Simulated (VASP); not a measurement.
System: LiNbO₃, a cell derived from the structure in space group 161 by a strain and random displacements, 10 atoms in the cell.

Level of theory: PBE, plane waves, standard recommended PAW potentials in VASP.

Cutoff 1000 eV; orbitals from an earlier step on the same cell; potentials Nb_sv O Li_sv; PREC = Normal; k-mesh 3×3×3 Γ-centred; Fermi–Dirac smearing of 0.15 eV; no spin polarisation.

```yaml
crystal:
  lattice:
    - [-2.52678, 4.46959, -0.00467]
    - [-5.12118, -0.03904, -0.05406]
    - [-2.50081, 1.50002, 4.57313]
  atoms:
    - { symbol: Nb, position: [0.73555, 0.19368, 0.79542] }
    - { symbol: Nb, position: [0.27017, 0.68534, 0.29858] }
    - { symbol: O, position: [0.01987, 0.06586, 0.01510] }
    - { symbol: O, position: [0.38098, 0.46833, 0.00008] }
    - { symbol: O, position: [0.62096, 0.85779, 0.00556] }
    - { symbol: O, position: [0.13971, 0.97910, 0.50591] }
    - { symbol: O, position: [0.52136, 0.33840, 0.49309] }
    - { symbol: O, position: [0.90058, 0.60070, 0.47391] }
    - { symbol: Li, position: [0.46536, 0.92147, 0.65381] }
    - { symbol: Li, position: [0.97162, 0.42390, 0.13310] }
```
Lattice in Å, positions in fractions of it.

Task: Is the cell under compression or tension, and by how much?

Result: The pressure is 8.54 GPa, so at these settings the cell is compressed and would expand.

Task: Which atom feels the largest force? Give all forces.

Result: Nb1, 4.262 eV/Å.

```tsv
atom	Fx (eV/Å)	Fy (eV/Å)	Fz (eV/Å)
Nb1	-2.926	3.078	-0.361
Nb2	-1.049	-3.697	0.025
O3	-0.403	-1.166	-1.341
O4	-0.478	0.182	-0.447
O5	2.238	0.350	0.227
O6	0.543	0.033	-0.283
O7	0.902	1.935	0.992
O8	0.685	-0.621	1.238
Li9	0.354	-0.296	-0.178
Li10	0.134	0.202	0.128
```

VASP prints the stress at a fixed plane-wave basis, so it holds the Pulay stress of this cutoff.

The k-mesh is modest, so these values aren't fully converged in k.
